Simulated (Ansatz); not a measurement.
**From formation energies to a reaction energy: Be2Se**

Theory: DFT PBE, scalar-relativistic, plane waves, PAW (Ansatz 0.2.0). All cells share a 420 eV cutoff and Γ-centred k meshes spaced about 0.3 Å⁻¹ or finer (0.25 for metals, 2π included). No spin polarisation.

The zero of energy is the elements' standard structures at the same level; no fitted shifts are applied.

These are static total energies at zero pressure. The reference form of Se is held partly by dispersion forces, which this level lacks.

A trial structure of Be2Se (reached from: a cell proposed by chemical analogy; relaxed: space group P-4m2 (No. 115), a = 3.462 Å, c = 11.317 Å) has a formation energy of -0.130 eV/atom. At its composition the lowest mixture among the elements and 1 reference phase computed alike (others may be missing) consists of these:

| phase | source | ΔE_f (eV/atom) |
| --- | --- | --- |
| Be (solid) | element | 0.000 |
| BeSe (F-43m) | COD | -0.797 |

Problem. Write the balanced decomposition and find its energy per atom, per formula unit and per mole of formula units.

Solution. Balancing Be and Se gives Be2Se → Be + BeSe. The left side holds 3 atoms, and the products take 1/3 (Be) and 2/3 (BeSe) of them. The mixture therefore lies at 1/3 × (0.000) + 2/3 × (-0.797) = -0.531 eV/atom. The reaction energy is -0.531 − (-0.130) = -0.401 eV/atom. Times 3 atoms that is -1.203 eV per Be2Se, and times 96.485 it is -116 kJ per mole of Be2Se. Decomposition is downhill, so the trial structure is unstable against this mixture.

The trial Be2Se lies below the elements yet well above Be + BeSe, so its negative formation energy is no sign of stability against decomposition. The main reason is probably electron count. Beryllium has two valence electrons and selenium needs two to complete its octet, so BeSe can fill its polar-covalent bonding states and leave the antibonding ones empty. The second Be in Be2Se brings two more electrons that selenium cannot accommodate; they must enter Be–Be bonding or higher-lying states, which evidently repays less than separating the excess Be as a metal with its own strong cohesion.

The verdict for this structure is sturdier than the individual formation energies. Elemental Se does not appear in the balanced reaction, so any error in its reference energy cancels, and a competing phase missing from the set could only deepen the instability. A different Be2Se arrangement would have to lie more than 0.401 eV/atom below this one to reverse the result.
